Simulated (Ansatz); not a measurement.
# ZrC: computed properties

The calculation used Ansatz, DFT PBE, scalar-relativistic, plane waves, PAW.

Settings: cutoff 420 eV, Γ-centred mesh 16×16×16 on the computed 2-atom cell, Gaussian smearing of 0.10 eV; no spin polarisation.

The structure is relaxed at this level of theory with its symmetry kept.

The structure is cubic, space group Fm-3m (No. 225). The conventional cell has a = 4.709 Å, b = 4.709 Å, c = 4.709 Å, α = 90.00°, β = 90.00°, γ = 90.00°. Zr (site symmetry m-3m) is surrounded by 6 C at 2.35 Å. C (site symmetry m-3m) has 6 Zr at 2.35 Å as nearest neighbours.

| Property | Result |
| --- | --- |
| Volume per atom | 13.05 Å³ |
| Formation energy from the elements' standard states (uncorrected) | -0.858 eV/atom |
| Kohn–Sham band gap | none (metal) |
| Density of states at the Fermi level | 0.25 states/eV per cell |
| Löwdin character within 0.5 eV of the Fermi level | C 2p 61 %, Zr 4d 35 % |
| Bulk modulus | 222 GPa |
| Its pressure derivative | 4.1 |
| Bader charges (e) | Zr (1 in the cell) 1.89, C (1 in the cell) -1.89 |